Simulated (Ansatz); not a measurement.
Relaxed ZrO2 (fluorite):

```xyz
6
Lattice="0.0000 5.0641 5.0641 2.5320 0.0000 2.5320 2.5320 2.5320 0.0000" Properties=species:S:1:pos:R:3 pbc="T T T"
Zr     0.0000     0.0000     0.0000
Zr     0.0000     2.5320     2.5320
O      1.2660     1.2660     1.2660
O      1.2660     3.7981     3.7981
O      3.7981     3.7981     3.7981
O      3.7981     6.3301     6.3301
```

In this cell atom 2 (Zr, nearest neighbour O at 2.193 Å; its periodic images, 3.6 Å or more away, move with it) is moved by s along Cartesian z, unit vector (0.000, 0.000, 1.000); all other atoms and the cell stay fixed.

Calculation: PBEsol (plane waves to 420 eV, PAW, scalar-relativistic; Ansatz, a quantum-chemistry and plane-wave program). k mesh 9×9×9 (Γ-centred), Fermi-Dirac smearing 0.05 eV. F∥ is the force on the atom along that direction. This is a high-temperature form of ZrO2. ZrO2 is run without spin polarisation. ZrO2 was relaxed with its symmetry unable to fall. 

```tsv
s (Å)	F∥ (eV/Å)
-0.220	2.412
-0.176	1.846
-0.132	1.331
-0.088	0.860
-0.044	0.421
0.000	0.000
0.044	-0.421
0.088	-0.860
0.132	-1.331
0.176	-1.846
0.220	-2.412
```

### Question
What is the force constant k = d²E/ds² of this move at s = 0?

### Answer
9.51 eV/Å². The forces along the line at the two nearest points give (0.421 − (-0.421)) / (2·0.044) = 9.57 eV/Å²; the next pair corrects for the finite step.

(A displaced cell: forces are minus the slopes of the energy, force constants its curvatures, and phonons follow from these.)
